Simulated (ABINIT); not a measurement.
CdSe: equation of state with PBE

CdSe:

```xyz
2
Lattice="0.0000 3.0703 3.0703 3.0703 0.0000 3.0703 3.0703 3.0703 0.0000" Properties=species:S:1:pos:R:3 pbc="T T T"
Cd    0.0000    0.0000    0.0000
Se    1.5351    1.5351    1.5351
```

Measurements of this composition are mostly on another form, of space group No. 186.

```json
{"Program": "ABINIT 10.8.3 (patched build)", "Task": "equation of state", "Functional": "PBE", "Potentials or basis": "Ansatz NC PBE", "Cutoff": "1170 eV", "k mesh": "5 × 5 × 5", "Occupations": "fermi-dirac, width 0.05 eV", "Spin": "no spin polarisation"}
```

```
Equilibrium volume                      : 29.76 Å³/atom
Bulk modulus                            : 45 GPa
Pressure derivative of the bulk modulus : 4.7
```

Energy against volume, from the lowest point:
```csv
volume (Å³/atom),energy (meV/atom)
27.206,35.97
27.784,20.54
28.363,9.72
28.942,3.02
29.521,0.00
30.100,0.28
30.679,3.51
```

Wall time 6.4 min on 1 thread of Intel(R) Xeon(R) Platinum 8375C CPU @ 2.90GHz (Ice Lake), with other jobs on the host, peak memory 0.14 GiB.

Caveat: pressures at fixed basis lie under the slope of the energies.
